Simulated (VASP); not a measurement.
Set up this calculation in VASP 6.6.1, as the native input.

```yaml
Task: single point
Functional: PBEsol
Potentials_or_basis: VASP PAW PBE potentials, release 64 (Mn_pv, As)
Cutoff: 520 eV
k_mesh: 14 × 14 × 8
Occupations: gaussian, width 0.05 eV
Spin: no spin polarisation
Dipole_correction: no
Further_INCAR_settings: ALGO = Fast; EDIFF = 1e-07; NBANDS = 26
```

The structure of MnAs lies in POSCAR:

```
MnAs
1.0
    3.7172000000      0.0000000000      0.0000000000
   -1.8586000000      3.2191896309      0.0000000000
    0.0000000000      0.0000000000      5.7044000000
Mn As
2 2
Direct
    0.0000000000      0.0000000000      0.0000000000
    0.0000000000      0.0000000000      0.5000000000
    0.3333333333      0.6666666667      0.2500000000
    0.6666666667      0.3333333333      0.7500000000
```

These files were run (other wordings do the same):

INCAR

```
SYSTEM = MnAs
ALGO = Fast
EDIFF = 1E-7
ENCUT = 520
GGA = PS
ISIF = 2
ISMEAR = 0
LASPH = .True.
LCHARG = .False.
LREAL = .False.
LWAVE = .False.
NBANDS = 26
NELM = 100
PREC = Accurate
SIGMA = 0.05
```

KPOINTS

```
k-points
0
Gamma
  14 14 8
  0 0 0
```

Potentials or basis: VASP PAW PBE potentials, release 64 (Mn_pv, As).

The run is started by

```sh
$ cat potpaw_PBE.64/Mn_pv/POTCAR potpaw_PBE.64/As/POTCAR > POTCAR
$ mpirun -np 1 vasp_std > vasp.out
```

It gave:

- Pressure: -24.6 GPa
- Band gap on the k mesh: none (metal or under the smearing width)

Caveat: so large a pressure means that the cell lies far from this level's equilibrium, or that cutoff or potentials fall short; the potentials were made for another functional, which shifts forces and pressure.

Wall time 3.7 min on 1 thread of AMD EPYC 7R13 Processor (Zen 3), on a shared host, peak memory 0.27 GiB.
